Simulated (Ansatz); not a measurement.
# TaC: the crystal squeezed far

Aim: compress TaC (rocksalt type) step by step, far beyond the usual range, and follow pressure and electronic structure. Methods of the runs shown: PAW. Its runs: cell relaxed at zero pressure (PAW); volume scaled by 1 (PAW); volume scaled by 0.94 (PAW); volume scaled by 0.88 (PAW); volume scaled by 0.8 (PAW); volume scaled by 0.72 (PAW); volume scaled by 0.64 (PAW); volume scaled by 0.55 (PAW).

Program: Ansatz 0.2.0. Level of theory: DFT, PBEsol, PAW with Ansatz's default frozen-core files, scalar-relativistic. These are calculated values, not measurements.

## (1) The structure to begin with

The structure is cubic, space group Fm-3m (No. 225). Conventional cell: a = 4.309 Å, b = 4.309 Å, c = 4.309 Å, α = 90.00°, β = 90.00°, γ = 90.00°. Ta (site symmetry m-3m) has 6 C at 2.15 Å as nearest neighbours. Around C (site symmetry m-3m) lie 6 Ta at 2.15 Å.

Structure file:

```xyz
2
Lattice="0.0000 2.1544 2.1544 2.1544 0.0000 2.1544 2.1544 2.1544 0.0000" Properties=species:S:1:pos:R:3 pbc="T T T"
Ta    0.0000    0.0000    0.0000
C     2.1544    2.1544    2.1544
```

Whether this phase is the stable one at these pressures isn't tested.

Atoms are numbered in the order of the input: Ta1, C2.

## (2) Cell relaxed at zero pressure, PAW

File input.yaml:

```yaml
crystal:
  lattice:
    - [0.0, 2.15443469, 2.15443469]
    - [2.15443469, 0.0, 2.15443469]
    - [2.15443469, 2.15443469, 0.0]
  atoms:
    - { symbol: Ta, position: [0.0, 0.0, 0.0] }
    - { symbol: C, position: [0.5, 0.5, 0.5] }
kpoints:
  mp_grid: { grid: [15, 15, 15] }
scf:
  occupations: { method: fermi_dirac, width: 0.08 }
hamiltonian:
  xc: pbesol
  pseudopotentials: { kind: paw }
output:
  forces: true
  stress: true
relax:
  f_tol: 0.005
  max_steps: 40
  cell: {}
```

Started as:

```
> ansatz run input.yaml --threads 1 --pin off --max-ram 2048MiB --backend cpu --events-out ev --progress --plain --runs-dir out
```

Output (excerpt; [...] marks lines left out):

```text
[...]
Pseudopotentials: kind: paw
Pseudopotential: Ta, paw, valence charge 13, recommended cutoff 420 eV (normal)
Pseudopotential: C, paw, valence charge 4, recommended cutoff 420 eV (normal)
Functional definition: PBEsol
[...]
Crystal: 2 atoms, lattice volume = 20.000 Å³
Basis set: ecut = 420 eV, 387 PW (Γ), exchange–correlation on 48×48×48 points (8 copies of the dense FFT grid, shifted against one another)
Bands: 13, of which v1, the nominal top of the filled ones, is band 9 counted from 1 (8 counted from 0)
Symmetry: 48 space group operations
Space group: Fm-3m (ITA 225), of the structure as read, at distance tolerance 2.7e-5 Å
k-points: 120 of 3375
[...]
relax step   3: F+E_penalty+E_count = -10054.54155652 eV  Δ(F+E_penalty+E_count) = -2.512e-2 eV  max|allowed force component| = 1.775e-30 eV/Å  Δτ_max = 0.0000 Å  P = -1.477 GPa  Ω = 21.959 Å³  energy of the carried Pulay correction = -4.118e-3 eV  (6 SCF iters, dr2 threshold 2.00e-7 eV, accepted)
[...]
relax step   4: F+E_penalty+E_count = -10054.54218551 eV  Δ(F+E_penalty+E_count) = -6.290e-4 eV  max|allowed force component| = 2.301e-30 eV/Å  Δτ_max = 0.0000 Å  P = +0.077 GPa  Ω = 21.860 Å³  energy of the carried Pulay correction = -3.920e-3 eV  (6 SCF iters, dr2 threshold 2.00e-7 eV, accepted)
[...]
SCF iter   6: F=-10054.542177 eV  HF=-10054.542177 eV  |F-HF|=5.46e-12  |Δ(HF+E_count)|=  1.82e-12  Δρ=1.38e-8  dr2=5.22e-14  ethr=1.00e-12  ⟨swp⟩=1.2  Hψ=3626  notcnv=0
```

## (3) The output, continued: cell relaxed at zero pressure

Output, continued:

```text
SCF 5 converged in 6 iterations: F = -10054.542177 eV  dr2 = 5.22e-14
relax step   5: F+E_penalty+E_count = -10054.54217687 eV  Δ(F+E_penalty+E_count) = +8.647e-6 eV  max|allowed force component| = 1.257e-30 eV/Å  Δτ_max = 0.0000 Å  P = -0.000 GPa  Ω = 21.865 Å³  energy of the carried Pulay correction = -3.930e-3 eV  (6 SCF iters, dr2 threshold 1.49e-8 eV, accepted)
Initial wavefunctions: pseudopotential atomic-orbital guess (no wavefunctions were taken with the density)
iter 1 solved again at ethr=1.72e-7 eV; its pass at ethr=3.10e-3 eV (dr2=2.93e-5 eV) is discarded
SCF iter   1: F=—  HF=-10054.547858 eV  |F-HF|=—  |Δ(HF+E_count)|=         —  Δρ=7.18e-4  dr2=1.21e-5  ethr=1.72e-7  ⟨swp⟩=3.0  Hψ=12047  notcnv=0
SCF iter   2: F=—  HF=-10054.547885 eV  |F-HF|=—  |Δ(HF+E_count)|=   2.70e-5  Δρ=3.52e-4  dr2=2.10e-6  ethr=7.13e-8  ⟨swp⟩=1.7  Hψ=1892  notcnv=0
SCF iter   3: F=—  HF=-10054.547892 eV  |F-HF|=—  |Δ(HF+E_count)|=   7.37e-6  Δρ=3.63e-5  dr2=2.12e-8  ethr=1.24e-8  ⟨swp⟩=2.3  Hψ=2118  notcnv=0
SCF iter   4: F=—  HF=-10054.547892 eV  |F-HF|=—  |Δ(HF+E_count)|=   1.04e-7  Δρ=1.75e-6  dr2=2.17e-10  ethr=1.25e-10  ⟨swp⟩=2.4  Hψ=2462  notcnv=0
iter 5 did not close the SCF: its close was put off for the readings that it lacked (scf_convergence_deferred on its scf_iter line)
SCF iter   5: F=-10054.547892 eV  HF=-10054.547892 eV  |F-HF|=7.28e-12  |Δ(HF+E_count)|=  5.82e-11  Δρ=3.05e-7  dr2=7.96e-12  ethr=1.28e-12  ⟨swp⟩=2.6  Hψ=2430  notcnv=0
SCF iter   6: F=-10054.547892 eV  HF=-10054.547892 eV  |F-HF|=3.64e-12  |Δ(HF+E_count)|=  7.28e-12  Δρ=1.48e-8  dr2=3.21e-14  ethr=1.00e-12  ⟨swp⟩=4.0  Hψ=6172  notcnv=0
SCF 6 converged in 6 iterations: F = -10054.547892 eV  dr2 = 3.21e-14
relax step   6: F+E_penalty+E_count = -10054.54789242 eV  Δ(F+E_penalty+E_count) = -5.716e-3 eV  max|allowed force component| = 2.227e-30 eV/Å  Δτ_max = 0.0000 Å  P = +0.306 GPa  Ω = 21.865 Å³  stress off target by 3.06e-1 GPa  SCF on the basis re-selected at this cell (its energy is not comparable with the rows above)  (6 SCF iters)
basis re-selected at this cell: Δ(F+E_penalty+E_count) = -5.716e-3 eV, ΔP = +0.306 GPa vs the last step (what re-selecting the basis moved, of the pressure what is left beyond the Pulay correction that the steps carried, after the strain that the cell walked since its last selection, with what the two solves' SCF thresholds leave and, on support functions, any second-order correction that the steps lacked; it is no measure of the basis error at this ecutwfc). This SCF's stress stands 3.06e-1 GPa from its target on what of the cell is left free (relax.cell.stress_tol is 5.00e-2 GPa) and its largest allowed force component is 2.23e-30 eV/Å (relax.f_tol is 5.00e-3 eV/Å): not within both, so this SCF does not close the relaxation
Crystal: 2 atoms, lattice volume = 21.884 Å³
iter 1 solved again at ethr=4.72e-8 eV; its pass at ethr=3.10e-3 eV (dr2=8.03e-6 eV) is discarded
SCF iter   1: F=—  HF=-10054.547876 eV  |F-HF|=—  |Δ(HF+E_count)|=         —  Δρ=1.75e-4  dr2=7.94e-6  ethr=4.72e-8  ⟨swp⟩=2.2  Hψ=9693  notcnv=0
preconditioner: auto → none  [metal: Δε(μ)=0.030 eV  Ē_g=10.403 eV  σ=0.080 eV  W_gap=0.09  n_scr=8 (ndim 8)  ℏωp=23.8 eV  f_vac=0.000  D(μ)=0.84/eV (n_scr^D=8)]
SCF iter   2: F=—  HF=-10054.547875 eV  |F-HF|=—  |Δ(HF+E_count)|=   1.55e-6  Δρ=5.62e-5  dr2=8.83e-7  ethr=4.67e-8  ⟨swp⟩=2.1  Hψ=1831  notcnv=0
iter 3 did not close the SCF: its close was put off for the readings that it lacked (scf_convergence_deferred on its scf_iter line)
SCF iter   3: F=-10054.547874 eV  HF=-10054.547874 eV  |F-HF|=1.00e-8  |Δ(HF+E_count)|=   2.21e-7  Δρ=9.23e-6  dr2=1.79e-8  ethr=5.20e-9  ⟨swp⟩=2.0  Hψ=1809  notcnv=0
iter 4 did not close the SCF: its close was put off for the readings that it lacked (scf_convergence_deferred on its scf_iter line)
SCF iter   4: F=-10054.547874 eV  HF=-10054.547874 eV  |F-HF|=1.38e-10  |Δ(HF+E_count)|=   2.83e-9  Δρ=1.49e-6  dr2=3.51e-10  ethr=1.05e-10  ⟨swp⟩=2.1  Hψ=2015  notcnv=0
iter 5 did not close the SCF: its close was put off for the readings that it lacked (scf_convergence_deferred on its scf_iter line)
SCF iter   5: F=-10054.547874 eV  HF=-10054.547874 eV  |F-HF|=9.09e-12  |Δ(HF+E_count)|=  8.73e-11  Δρ=2.26e-7  dr2=1.08e-11  ethr=2.06e-12  ⟨swp⟩=2.1  Hψ=2437  notcnv=0
SCF iter   6: F=-10054.547874 eV  HF=-10054.547874 eV  |F-HF|=1.82e-12  |Δ(HF+E_count)|=  1.82e-12  Δρ=5.32e-8  dr2=5.72e-13  ethr=1.00e-12  ⟨swp⟩=1.0  Hψ=3600  notcnv=0
SCF 7 converged in 6 iterations: F = -10054.547874 eV  dr2 = 5.72e-13
relax step   7: F+E_penalty+E_count = -10054.54787435 eV  Δ(F+E_penalty+E_count) = +1.807e-5 eV  max|allowed force component| = 5.916e-30 eV/Å  Δτ_max = 0.0000 Å  P = +0.003 GPa  Ω = 21.884 Å³  energy of the carried Pulay correction = -3.654e-5 eV  (6 SCF iters, dr2 threshold 2.00e-7 eV, accepted)
iter 1 solved again at ethr=6.33e-8 eV; its pass at ethr=3.10e-3 eV (dr2=1.08e-5 eV) is discarded
SCF iter   1: F=—  HF=-10054.547885 eV  |F-HF|=—  |Δ(HF+E_count)|=         —  Δρ=1.34e-6  dr2=1.30e-10  ethr=6.33e-8  ⟨swp⟩=3.2  Hψ=12367  notcnv=0
eigensolver tolerance schedule: the retry pair's looser diagonalisation over-reported the residual by 82514.19 of it (diagonalisation noise at an unbounded share of the residual, at the tolerance the schedule requests for it); recorded, not acted on — ethr = c·dr2/N_el stays at c = 1.0e-1
preconditioner: auto → none  [metal: Δε(μ)=0.030 eV  Ē_g=10.404 eV  σ=0.080 eV  W_gap=0.09  n_scr=8 (ndim 8)  ℏωp=23.8 eV  f_vac=0.000  D(μ)=0.84/eV (n_scr^D=8)]
SCF iter   2: F=—  HF=-10054.547885 eV  |F-HF|=—  |Δ(HF+E_count)|=   1.90e-7  Δρ=7.08e-7  dr2=7.03e-11  ethr=1.00e-12  ⟨swp⟩=3.4  Hψ=3479  notcnv=0
SCF iter   3: F=—  HF=-10054.547885 eV  |F-HF|=—  |Δ(HF+E_count)|=  5.46e-12  Δρ=4.38e-7  dr2=2.05e-11  ethr=1.00e-12  ⟨swp⟩=1.0  Hψ=1560  notcnv=0
iter 4 did not close the SCF: its close was put off for the readings that it lacked (scf_convergence_deferred on its scf_iter line)
SCF iter   4: F=-10054.547885 eV  HF=-10054.547885 eV  |F-HF|=7.28e-12  |Δ(HF+E_count)|=  9.09e-12  Δρ=3.78e-8  dr2=1.18e-13  ethr=1.00e-12  ⟨swp⟩=1.0  Hψ=1560  notcnv=0
iter 5 did not close the SCF: its close was put off for the readings that it lacked (scf_convergence_deferred on its scf_iter line)
SCF iter   5: F=-10054.547885 eV  HF=-10054.547885 eV  |F-HF|=3.64e-12  |Δ(HF+E_count)|=  5.46e-12  Δρ=9.74e-9  dr2=1.10e-14  ethr=1.00e-12  ⟨swp⟩=1.0  Hψ=1560  notcnv=0
iter 6 did not close the SCF: its close was put off for the readings that it lacked (scf_convergence_deferred on its scf_iter line)
SCF iter   6: F=-10054.547885 eV  HF=-10054.547885 eV  |F-HF|=9.09e-12  |Δ(HF+E_count)|=  5.46e-12  Δρ=9.01e-9  dr2=2.13e-14  ethr=1.00e-12  ⟨swp⟩=1.0  Hψ=1560  notcnv=0
iter 7 did not close the SCF: its close was put off for the readings that it lacked (scf_convergence_deferred on its scf_iter line)
SCF iter   7: F=-10054.547885 eV  HF=-10054.547885 eV  |F-HF|=1.82e-12  |Δ(HF+E_count)|=  7.28e-12  Δρ=2.08e-9  dr2=8.45e-16  ethr=1.00e-12  ⟨swp⟩=1.0  Hψ=1560  notcnv=0
SCF iter   8: F=-10054.547885 eV  HF=-10054.547885 eV  |F-HF|=1.82e-12  |Δ(HF+E_count)|=  5.46e-12  Δρ=1.06e-9  dr2=2.99e-16  ethr=1.00e-12  ⟨swp⟩=2.0  Hψ=3994  notcnv=0
SCF 8 converged in 8 iterations: F = -10054.547885 eV  dr2 = 2.99e-16
relax step   8: F+E_penalty+E_count = -10054.54788515 eV  Δ(F+E_penalty+E_count) = -1.080e-5 eV  max|allowed force component| = 1.538e-29 eV/Å  Δτ_max = 0.0000 Å  P = +0.004 GPa  Ω = 21.884 Å³  stress off target by 3.59e-3 GPa  SCF on the basis re-selected at this cell (its energy is not comparable with the rows above)  (8 SCF iters)
basis re-selected at this cell: Δ(F+E_penalty+E_count) = -1.080e-5 eV, ΔP = +0.001 GPa vs the last step (what re-selecting the basis moved, of the pressure what is left beyond the Pulay correction that the steps carried, after the strain that the cell walked since its last selection, with what the two solves' SCF thresholds leave and, on support functions, any second-order correction that the steps lacked; it is no measure of the basis error at this ecutwfc). This SCF's stress stands 3.59e-3 GPa from its target on what of the cell is left free (relax.cell.stress_tol is 5.00e-2 GPa) and its largest allowed force component is 1.54e-29 eV/Å (relax.f_tol is 5.00e-3 eV/Å): within both
SCF converged after 8 iterations
Free energy (F): -10054.547885 eV
Harris-Foulkes:  -10054.547885 eV  (|F-HF|=1.82e-12)
Internal energy: -10054.531552 eV  (E = F + TS)
E sigma→0 (E₀):  -10054.539719 eV
Entropy (-TS):   -0.016333 eV (-8.167 meV/atom)
Fermi energy:    20.059613 eV
--- Per-component energies (eV) ---
  E_band       = -62.702183
  E_kinetic    = 457.411369
  E_local      = -548.624655  (includes V_loc(G=0)·N_el)
  E_nonlocal   = 43.863014
  E_hartree    = 186.276816
  E_xc         = -266.504193
  E_vxc        = -265.510874  (∫ρ·V_xc dr)
  E_paw        = -8368.037036  (= ΣΔE_a)
  E_vpaw       = -122.394802  (= ΣTr[D̂ρ^β])
  E_aug_tail   = 0.000131  (compensation charges beyond the density's cutoff)
  E_ewald      = -1559.151747
  E_core_change = 0.234747  (= ΣΔE_core)
  E_smearing   = -0.016333  (= −TS)
  E_closure    = 0.000000  (closes the sum)
  Σ components = -10054.547885   (vs F -10054.547885, Δ=0.00e0)
--- Forces (eV/Å), atoms counted from 1 ---
  atom   1  Ta    -0.00000000     0.00000000    -0.00000000
  atom   2  C      0.00000000    -0.00000000    -0.00000000
  max |Σ_I F_I| component: 2.18e-29 eV/Å
--- Stress (GPa, compression-positive) ---
        0.003595      -0.000000      -0.000000
       -0.000000       0.003595      -0.000000
       -0.000000      -0.000000       0.003595
  P = ⅓ Tr σ = 0.0036 GPa (0.036 kbar)
--- Band table (eV; the first three rows and the last of 120) ---
  k-point 0: bands = ["-48.5686", "-14.8406", "-14.8406", "-14.8406", "5.2462", "18.7098", "18.7098", "18.7098", "19.6232", "19.6232", "19.6232", "20.7423", "20.7423"]
  k-point 1: bands = ["-48.5665", "-14.8752", "-14.8441", "-14.8441", "5.3737", "18.0558", "18.4234", "18.4234", "19.2223", "19.2223", "20.0090", "21.6816", "21.6816"]
  k-point 2: bands = ["-48.5605", "-14.9718", "-14.8538", "-14.8538", "5.7448", "16.9388", "17.4773", "17.4773", "19.4413", "19.4413", "20.4425", "23.1516", "23.1516"]
  k-point 119: bands = ["-48.5031", "-15.3257", "-15.2961", "-15.1024", "8.2962", "14.5034", "15.0713", "15.2482", "21.3428", "22.0166", "24.2647", "25.2835", "26.6629"]
--- Relaxed structure (6 steps of the walk, 6 accepted, 2 SCFs on fresh bases) ---
  F+E_penalty+E_count = -10054.54788515 eV   max|allowed force component| = 1.538e-29 eV/Å   (the final SCF, on the basis selected at the relaxed cell)
  cell:  # Å, volume = 21.8842 Å³
    - [-9.01841272596533e-34, 2.2200718563839614, 2.2200718563839614]
    - [2.2200718563839614, -8.381486614492964e-34, 2.2200718563839614]
    - [2.2200718563839614, 2.2200718563839614, 3.948913325494084e-34]
  atoms:
    - { symbol: Ta, position: [-3.259147107825049e-35, 3.212587863427552e-35, 2.746995419452519e-35] }
    - { symbol: C, position: [0.49999999999999994, 0.49999999999999994, 0.49999999999999994] }
```

Wall time 10 s (1 thread of Intel Xeon Platinum 8559C (Emerald Rapids), shared host); peak memory 0.42 GiB.

Relaxation path:

| step | energy from step 1 (eV/cell) | largest force component (eV/Å) | pressure (GPa) | volume (Å³) |
| --- | --- | --- | --- | --- |
| 1 | 0.0000 | 0.0000 | 37.35 | 20.00 |
| 2 | -0.1719 | 0.0000 | -10.55 | 22.58 |
| 3 | -0.1970 | 0.0000 | -1.48 | 21.96 |
| 4 | -0.1976 | 0.0000 | 0.08 | 21.86 |
| 5 | -0.1976 | 0.0000 | 0.00 | 21.87 |
| 6 | -0.2033 | 0.0000 | 0.31 | 21.87 |
| 7 | -0.2033 | 0.0000 | 0.00 | 21.88 |
| 8 | -0.2033 | 0.0000 | 0.00 | 21.88 |

Step 1 is the start. Steps 6, 8 repeat the geometry before on a plane-wave basis chosen anew for that cell, so the energy can jump there without any move; the table keeps such jumps.

| input's cell | before | after | change |
| --- | --- | --- | --- |
| a (Å) | 3.047 | 3.140 | +3.0 % |
| b (Å) | 3.047 | 3.140 | +3.0 % |
| c (Å) | 3.047 | 3.140 | +3.0 % |
| volume (Å³/atom) | 10.00 | 10.94 | +9.4 % |

In short: pressure 0.00 GPa; no gap.

## (4) Volume scaled by 1, PAW

File input.yaml:

```yaml
crystal:
  lattice:
    - [0.0, 2.2200718564, 2.2200718564]
    - [2.2200718564, 0.0, 2.2200718564]
    - [2.2200718564, 2.2200718564, 0.0]
  atoms:
    - { symbol: Ta, position: [0.0, 0.0, 0.0] }
    - { symbol: C, position: [0.5, 0.5, 0.5] }
kpoints:
  mp_grid: { grid: [15, 15, 15] }
  band_path:
    path:
      - [0.0, 0.0, 0.0]
      - [0.5, 0.0, 0.5]
      - [0.625, 0.25, 0.625]
      - [0.375, 0.375, 0.75]
      - [0.0, 0.0, 0.0]
      - [0.5, 0.5, 0.5]
      - [0.5, 0.25, 0.75]
      - [0.5, 0.0, 0.5]
    npoints: 8
scf:
  occupations: { method: fermi_dirac, width: 0.08 }
hamiltonian:
  xc: pbesol
  pseudopotentials: { kind: paw }
output:
  forces: true
  stress: true
  eigenvalues: true
  populations: true
  dos: { projected: true, de: 0.2, e_range: [-14, 8] }
  write_density: true
  write_potential: true
  elf: true
  volumetric_format: npy
```

Started as:

```
> ansatz run input.yaml --threads 1 --pin off --max-ram 2048MiB --backend cpu --events-out ev --progress --plain --runs-dir out
```

Output (excerpt; [...] marks lines left out):

```text
[...]
[... 4 set-up lines as earlier in the session ...]
[...]
Crystal: 2 atoms, lattice volume = 21.884 Å³
Basis set: ecut = 420 eV, 411 PW (Γ), exchange–correlation on 48×48×48 points (8 copies of the dense FFT grid, shifted against one another)
[...]
        0.000000       0.003497      -0.000000
        0.000000      -0.000000       0.003497
  P = ⅓ Tr σ = 0.0035 GPa (0.035 kbar)
--- Band table (eV; the first three rows and the last of 120) ---
  k-point 0: bands = ["-48.5686", "-14.8407", "-14.8407", "-14.8407", "5.2462", "18.7098", "18.7098", "18.7098", "19.6232", "19.6232", "19.6232", "20.7423", "20.7423"]
[...]
--- Löwdin populations: 2 sites ---
  site symbol       q [e]
     0     Ta     12.1701
     1      C      4.7730
  spilling = 0.003346 (of n_electrons = 17.000000)
```

It took 2.7 s on 1 thread of Intel Xeon Platinum 8559C (Emerald Rapids), shared host; peak memory 0.38 GiB.

In short: pressure 0.00 GPa; no gap.

At the corners of the path (eV, zero at the Fermi level):

| point | band 6 | band 7 | band 8 | band 9 | band 10 | band 11 | band 12 |
| --- | --- | --- | --- | --- | --- | --- | --- |
| Γ | -1.35 | -1.35 | -1.35 | -0.44 | -0.44 | -0.44 | 0.68 |
| X | -4.62 | -4.59 | -1.72 | -1.72 | 2.68 | 4.20 | 4.20 |
| U | -5.93 | -4.89 | -3.83 | -0.60 | 3.23 | 4.08 | 6.41 |
| K | -5.93 | -4.89 | -3.83 | -0.60 | 3.23 | 4.08 | 6.41 |
| Γ | -1.35 | -1.35 | -1.35 | -0.44 | -0.44 | -0.44 | 0.68 |
| L | -8.80 | -5.52 | -5.52 | 2.79 | 2.79 | 3.78 | 5.38 |
| W | -5.31 | -5.00 | -5.00 | 1.66 | 1.66 | 4.21 | 5.06 |
| X | -4.62 | -4.59 | -1.72 | -1.72 | 2.68 | 4.20 | 4.20 |

States per cell, counted by energy window (eV from the Fermi level, on a grid of 0.20 eV):

| from | to | total | Ta 5d | C 2p |
| --- | --- | --- | --- | --- |
| -10 | -9 | 0.00 | 0.00 | 0.00 |
| -9 | -8 | 0.07 | 0.03 | 0.03 |
| -8 | -7 | 0.44 | 0.17 | 0.19 |
| -7 | -6 | 0.79 | 0.29 | 0.39 |
| -6 | -5 | 0.91 | 0.37 | 0.46 |
| -5 | -4 | 2.69 | 1.28 | 1.29 |
| -4 | -3 | 0.73 | 0.34 | 0.37 |
| -3 | -2 | 0.34 | 0.13 | 0.19 |
| -2 | -1 | 0.38 | 0.18 | 0.18 |
| -1 | 0 | 0.56 | 0.36 | 0.17 |
| 0 | 1 | 0.68 | 0.49 | 0.16 |
| 1 | 2 | 0.89 | 0.67 | 0.16 |
| 2 | 3 | 1.44 | 1.15 | 0.21 |
| 3 | 4 | 1.70 | 1.28 | 0.31 |
| 4 | 5 | 1.21 | 0.92 | 0.21 |

The fields are shown in the conventional cell of this run's space group, carried over from its grid by interpolation.

Density in a lattice plane of the grid's cell (edges 4.44 and 4.44 Å, at 0.000 of the third edge), which holds Ta and C.

Ten even steps from ' ' (0.26 e/Å³) to '@' (4.43 e/Å³):
```
%%@@@@##==..    ..::----------::..    ..==##@@@@
@@@@##++::        ..::::--::::..        ::++##@@
**++==::..          ..........          ..::==++
::::..                  ..                  ..::
                                                
..                  ..::::::..                  
......          ..::==++**++==::..          ....
--::::..        ::++##@@@@@@##++::        ..::::
------::..    ..==##@@@@%%@@@@##==..    ..::----
------::..    ..==%%@@%%**%%@@%%==..    ..::----
------::..    ..==##@@@@%%@@@@##==..    ..::----
--::::..        ::++##@@@@@@##++::        ..::::
......          ..::==++**++==::..          ....
..                  ..::::::..                  
                                                
::::..                  ..                  ..::
**++==::..          ..........          ..::==++
@@@@##++::        ..::::--::::..        ::++##@@
%%@@@@##==..    ..::----------::..    ..==##@@@@
**%%@@%%==..    ..::----------::..    ..==%%@@%%
```
Columns run along the first of these edges and rows up along the second, over one cell in 24 and 20 even steps from the bottom left corner. Atoms in the plane (fractional): Ta at (0.00, 0.00), Ta at (0.50, 0.50), C at (0.00, 0.50), C at (0.50, 0.00).

ELF in the same plane.

Values, 12 rows by 12 columns:
```
0.50 0.70 0.48 0.28 0.72 0.68 0.45 0.68 0.72 0.28 0.48 0.70
0.58 0.48 0.21 0.27 0.59 0.72 0.73 0.72 0.60 0.27 0.21 0.48
0.30 0.28 0.27 0.28 0.27 0.28 0.30 0.28 0.27 0.28 0.27 0.28
0.73 0.72 0.59 0.27 0.21 0.48 0.58 0.48 0.21 0.27 0.60 0.72
0.45 0.68 0.72 0.28 0.48 0.70 0.50 0.70 0.48 0.28 0.72 0.68
0.01 0.45 0.73 0.30 0.58 0.50 0.00 0.50 0.58 0.30 0.73 0.45
0.45 0.68 0.72 0.28 0.48 0.70 0.50 0.70 0.48 0.28 0.72 0.68
0.73 0.72 0.60 0.27 0.21 0.48 0.58 0.48 0.21 0.27 0.59 0.72
0.30 0.28 0.27 0.28 0.27 0.28 0.30 0.28 0.27 0.28 0.27 0.28
0.58 0.48 0.21 0.27 0.60 0.72 0.73 0.72 0.59 0.27 0.21 0.48
0.50 0.70 0.48 0.28 0.72 0.68 0.45 0.68 0.72 0.28 0.48 0.70
0.00 0.50 0.58 0.30 0.73 0.45 0.01 0.45 0.73 0.30 0.58 0.50
```
Columns run along the first of these edges and rows up along the second, over one cell in 12 and 12 even steps from the bottom left corner. Atoms in the plane (fractional): Ta at (0.00, 0.00), Ta at (0.50, 0.50), C at (0.00, 0.50), C at (0.50, 0.00).

Both are smooth fields of the valence electrons: close to the nuclei they are not physical.

Maxima of ELF outside the ion cores: 0.78 in the shell around C, 0.7 Å from C.

[end of part 1 of 3]
